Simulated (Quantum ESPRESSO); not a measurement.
Runs of Quantum ESPRESSO 7.5 on Nb. The structure is cubic, space group Fm-3m (No. 225). The conventional cell has a = 4.230 Å, b = 4.230 Å, c = 4.230 Å, α = 90.00°, β = 90.00°, γ = 90.00°. Around Nb (site symmetry m-3m) lie 12 Nb at 2.99 Å. This isn't the form of Nb at room conditions, which is bcc.

```csv
level,ASE optimiser,rVV10 parameter b,dispersion computed by,gap on the mesh (eV),pressure (GPa),relaxed volume (Å³/atom)
PBEsol,LBFGS,-,-,none,0.1,18.02
PBEsol+rVV10,FIRE,6.3,-,none,-0.1,17.72
PBEsol+D3(BJ),LBFGS,-,-,none,0.0,17.48
PBEsol+D4,FIRE,-,dftd4 4.3.1 through ASE,none,-0.1,(a)
PBEsol+D3,BFGS,-,-,none,0.2,(b)
```

Alike in all rows: task relaxation of cell and atoms; potentials or basis GBRV 1.5 PBEsol; no spin polarisation; cell relaxed; k mesh 11 × 11 × 11; cutoff (eV) 612; smearing fermi-dirac 0.05 eV.

Question: Fill in the values left out.

Answer: (a) 17.87; (b) 17.63.

Caveats: pairwise dispersion overbinds metals, which lowers pressure and volume (some runs); rVV10's parameter b was fitted to another functional (some runs).

A k mesh can miss the band edges, and the runs leave out spin-orbit coupling on Nb.

A gap of «none» marks a metal or a gap under the smearing width.
